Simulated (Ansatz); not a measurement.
**Ligand exchange: C2H6AlBr + C4H10O → C2H7AlO + C4H9Br**

Species: C2H6AlBr `C[CH2][AlH][Br]`, singlet; C4H10O (1-butanol) `CCCCO`, singlet; C2H7AlO `C[CH2][AlH][OH]`, singlet; C4H9Br (1-bromobutane) `CCCCBr`, singlet. The partners trade Br for OH: Al–Br and C–OH bonds give way to Al–OH and C–Br.

Shapes, held fixed at every level: PBE0-D4/def2-TZVP. Flexible molecules stand in one conformer, not always the lowest. Programs: Ansatz 0.2.0. The zero-point and thermal change to 298 K, harmonic and unscaled (PBE0-D4/def2-TZVP), is -4.4 kJ/mol.

```csv
level,kind,ΔH(298 K) (kJ/mol),less CCSD(T)/def2-TZVPP
HF/def2-SVP,Hartree–Fock,+25.4,+37.5
B3LYP-D4/def2-TZVPP,global hybrid,-12.0,+0.1
BHLYP-D4/def2-TZVPP,global hybrid,-4.8,+7.3
wB97M-V/def2-TZVPP,range-separated hybrid,-7.6,+4.5
MP2/def2-SVP,perturbation theory,+3.4,+15.5
CCSD/def2-SVP,coupled cluster or CI,+10.8,+22.9
CCSD(T)/def2-TZVPP,coupled cluster or CI,-12.1,0.0
```

The highest level, CCSD(T)/def2-TZVPP, gives ΔH(298 K) = -12.1 kJ/mol; the levels span -12.1 to +25.4. They disagree on the sign: 3 of 7 are positive. The column of differences is taken from that level and isn't an error. No measured value is set beside it here. Relativity is left out for Br. Outer-core shells of Br are correlated in most correlated rows, in sets that cover them unevenly.
